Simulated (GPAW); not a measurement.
Tb in GPAW: convergence with bands over the usual count

Input of the first run (bands over the usual count 0.72); the others differ in this setting and in those tied to it:

The input run.py:

```python
from ase.dft.bandgap import bandgap
from ase.io import read, write
from ase.units import GPa
from gpaw import GPAW, PW

atoms = read('Tb.xyz')
atoms.set_initial_magnetic_moments([6.0])

calc = GPAW(mode=PW(800),
            xc='PBE',
            kpts={'size': (7, 7, 7), 'gamma': True},
            occupations={'name': 'fermi-dirac', 'width': 0.05},
            nbands=16,
            convergence={'density': 1e-05, 'energy': 1e-05},
            maxiter=100,
            txt='gpaw.txt')
atoms.calc = calc
energy = atoms.get_potential_energy()
forces = atoms.get_forces()
stress = atoms.get_stress()
calc.write('gs.gpw')
write('result.traj', atoms)
print(f'Energy: {energy:.6f} eV')
print('Forces (eV/A):')
print(forces.round(4))
print('Stress (GPa):', (stress / GPa).round(3))
print('Moments:', calc.get_magnetic_moments().round(3))
print('Fermi level:', round(calc.get_fermi_level(), 4), 'eV')
print(f'Gap: {bandgap(calc)[0]:.4f} eV, direct: {bandgap(calc, direct=True)[0]:.4f} eV')
```

Tb.xyz

```xyz
1
Lattice="0.0000000000 2.5199650902 2.5199650902 2.5199650902 0.0000000000 2.5199650902 2.5199650902 2.5199650902 0.0000000000" Properties=species:S:1:pos:R:3 pbc="T T T"
Tb     0.0000000000      0.0000000000      0.0000000000
```

Potentials or basis: GPAW PAW data sets (gpaw-data 1.2.1), pw.

Run with:

```sh
$ OMP_NUM_THREADS=1 python run.py
```

This isn't the form of Tb at room conditions, which is hcp.

Hardware: 1 thread of Arm Neoverse V1, on a shared host.

| bands over the usual count | energy less the tightest run, at zero smearing (meV/atom) | SCF cycles | CPU time (s) | peak memory (GiB) |
| --- | --- | --- | --- | --- |
| 0.72 | 0.00 | 16 | 39 | 0.19 |
| 0.8 | 0.00 | 16 | 42 | 0.2 |
| 0.9 | 0.00 | 16 | 44 | 0.2 |
| 1 | 0.00 | 16 | 48 | 0.2 |
| 1.3 | 0.00 | 16 | 63 | 0.21 |
| 1.7 | 0.00 | 16 | 81 | 0.22 |
| 2.5 | 0.00 | 16 | 110 | 0.24 |

Against the tightest run, the energy stays within 1 meV/atom from 0.72 on. The tightest run that finished is the yardstick and may itself not be fully converged.

Caveat, for the tightest run too: one-centre terms of the f shell are cut off; the magnetic or orbital state may not be the lowest; spin-orbit coupling is left out, which moves the levels of the heavy elements. The state reached can hang on the start; a lower one may exist.
